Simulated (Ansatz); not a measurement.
Wanted: the native input for an Ansatz 0.2.0 run.

* Task: relaxation of cell and atoms
* Functional: PBEsol
* Potentials or basis: Ansatz PAW
* Cutoff: 420 eV (not typed: the program's choice for these potentials)
* k mesh: 11 × 11 × 3
* Occupations: fermi-dirac, width 0.05 eV
* Spin: no spin polarisation
* Target pressure: 2 GPa
* Target pressure (GPa): 2

Rh:

```
CELL_PARAMETERS angstrom
2.69174 0.00000 0.00000
-1.34587 2.33112 0.00000
0.00000 0.00000 8.79807
ATOMIC_POSITIONS crystal
Rh 0.66667 0.33333 0.75000
Rh 0.00000 0.00000 0.50000
Rh 0.33333 0.66667 0.25000
Rh 0.00000 0.00000 0.00000
```

This isn't the form of Rh at room conditions, which is fcc.

The input as run:

input.yaml

```yaml
crystal:
  lattice:
    - [2.6917446234, 0.0, 0.0]
    - [-1.3458723117, 2.3311192244, 0.0]
    - [0.0, 0.0, 8.79807013]
  atoms:
    - { symbol: Rh, position: [0.6666666667, 0.3333333333, 0.75] }
    - { symbol: Rh, position: [0.0, 0.0, 0.5] }
    - { symbol: Rh, position: [0.3333333333, 0.6666666667, 0.25] }
    - { symbol: Rh, position: [0.0, 0.0, 0.0] }
hamiltonian:
  xc: pbesol
  pseudopotentials: { kind: paw }
kpoints:
  mp_grid: { grid: [11, 11, 3] }
scf:
  occupations: { method: fermi_dirac, width: 0.05 }
output:
  forces: true
  stress: true
  eigenvalues: true
  write_density: true
  write_potential: true
  elf: true
  volumetric_format: npy
relax:
  f_tol: 0.01
  max_steps: 40
  cell: { stress_tol: 0.05, p_target: 2.0 }
```

Potentials or basis: Ansatz PAW.

Launch:

```console
$ ansatz run input.yaml --threads 2 --pin off --max-ram 5632MiB --backend cpu --events-out ev --progress --plain --runs-dir out
```

It gave:

| Quantity | Value |
| --- | --- |
| Relaxed volume | 13.44 Å³/atom |
| Relaxed cell | a = 2.672 Å, b = 2.672 Å, c = 8.693 Å, α = 90.00°, β = 90.00°, γ = 120.00° |
| Space group after relaxing (to 0.05 Å) | P6_3/mmc (No. 194) |
| Energy change on relaxing (the enthalpy is what falls) | -4.5 meV/atom |
| Ionic steps | 4 |
| Pressure after relaxing | 2.0 GPa |
| Band gap on the k mesh | none (metal or under the smearing width) |

Caveat: the plane-wave basis is chosen anew once the cell has moved, so the energies of steps on either side of that aren't comparable; the PAW data sets come from PBE, with cores solved anew for the run's functional, which leaves a small shift of forces and pressure.

Run time: 15 s on 2 threads of Intel(R) Xeon(R) Platinum 8488C (Sapphire Rapids) (shared host), peak memory 0.43 GiB.
